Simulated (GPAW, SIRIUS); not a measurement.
This is a calculation of KTaO3 for GPAW 26.7.0 (ASE script). Atoms were shifted at random by some hundredths of an Å from the given cell, which wasn't relaxed again for these runs. 

File run.py:

```python
from ase import Atoms
from ase.dft.bandgap import bandgap
from ase.io import write
from ase.units import GPa
from ase.parallel import parprint
from gpaw import GPAW, PW, setup_paths

setup_paths.insert(0, '.')

atoms = Atoms(['Ta', 'K', 'O', 'O', 'O'],
              cell=[[3.9883, 0.0, 0.0],
                    [0.0, 3.9883, 0.0],
                    [0.0, 0.0, 3.9883]],
              scaled_positions=[[-0.008794, 0.006374, -0.013173],
                                [0.508673, 0.497775, 0.522552],
                                [-0.003495, 0.001027, 0.489911],
                                [0.000473, 0.504243, 0.001769],
                                [0.495408, 0.00732, -0.004128]],
              pbc=True)

calc = GPAW(mode=PW(800),
            xc='PBEsol',
            kpts={'size': (7, 7, 7), 'gamma': True},
            occupations={'name': 'fermi-dirac', 'width': 0.05},
            nbands=36,
            convergence={'density': 1e-05, 'energy': 1e-05},
            maxiter=150,
            txt='gpaw.txt')
atoms.calc = calc
energy = atoms.get_potential_energy()
forces = atoms.get_forces()
stress = atoms.get_stress()
calc.write('gs.gpw')
write('result.traj', atoms)
parprint(f'Energy: {energy:.6f} eV')
parprint('Forces (eV/A):')
parprint(forces.round(4))
parprint('Stress (GPa):', (stress / GPa).round(3))
parprint('Fermi level:', round(calc.get_fermi_level(), 4), 'eV')
parprint(f'Gap: {bandgap(calc)[0]:.4f} eV, direct: {bandgap(calc, direct=True)[0]:.4f} eV')
```

Potentials or basis: PAW data sets generated in the run's folder for this functional, pw.

Launch:

```bash
$ gpaw-setup -f PBEsol K O Ta
$ OMP_NUM_THREADS=1 mpirun -n 4 gpaw python run.py
```

Question: Translate it to SIRIUS 7.12.0. Potentials or basis there: PseudoDojo 0.4.1 PBEsol standard (scalar relativistic), cutoff 1152 eV.

Answer: As run (cutoffs and basis follow the program's own potentials, and thresholds, step limits or extra output files can differ):

File sirius.json:

```json
{
  "control": {
    "processing_unit": "cpu",
    "verbosity": 2,
    "num_bands_to_print": 29,
    "print_forces": true,
    "print_stress": true
  },
  "parameters": {
    "electronic_structure_method": "pseudopotential",
    "xc_functionals": ["XC_GGA_X_PBE_SOL", "XC_GGA_C_PBE_SOL"],
    "gk_cutoff": 9.2,
    "pw_cutoff": 18.4,
    "ngridk": [7, 7, 7],
    "shiftk": [0, 0, 0],
    "smearing": "fermi_dirac",
    "smearing_width": 0.0018374661,
    "num_bands": 29,
    "num_mag_dims": 0,
    "num_dft_iter": 100,
    "energy_tol": 1e-08,
    "density_tol": 1e-06
  },
  "iterative_solver": {
    "type": "davidson",
    "min_tolerance": 1e-10
  },
  "mixer": {
    "type": "anderson",
    "beta": 0.7,
    "max_history": 8
  },
  "settings": {
    "tol_ne": 1e-10,
    "pseudo_grid_cutoff": 6.5
  },
  "unit_cell": {
    "lattice_vectors": [
      [7.536794702845, 0.0, 0.0],
      [0.0, 7.536794702845, 0.0],
      [0.0, 0.0, 7.536794702845]
    ],
    "atom_coordinate_units": "lattice",
    "atom_types": ["Ta", "K", "O"],
    "atom_files": {
      "Ta": "Ta.json",
      "O": "O.json",
      "K": "K.json"
    },
    "atoms": {
      "Ta": [
        [-0.008794, 0.006374, -0.013173]
      ],
      "K": [
        [0.508673, 0.497775, 0.522552]
      ],
      "O": [
        [-0.003495, 0.001027, 0.489911],
        [0.000473, 0.504243, 0.001769],
        [0.495408, 0.00732, -0.004128]
      ]
    }
  }
}
```

Potentials or basis: PseudoDojo 0.4.1 PBEsol standard (scalar relativistic).

Launch:

```console
$ upf_to_json Ta.upf
$ upf_to_json O.upf
$ upf_to_json K.upf
$ OMP_NUM_THREADS=4 sirius.scf --input=sirius.json --output=out.json --task=0
```

Both were run:

|  | GPAW | SIRIUS |
| --- | --- | --- |
| Pressure | 0.1 GPa | -1.5 GPa |
| Largest force | 0.563 eV/Å | 0.562 eV/Å |

The two runs disagree by more than potentials and bases usually give (in gap, levels, pressure or energy); the cause wasn't traced.

Pressure is positive in compression.
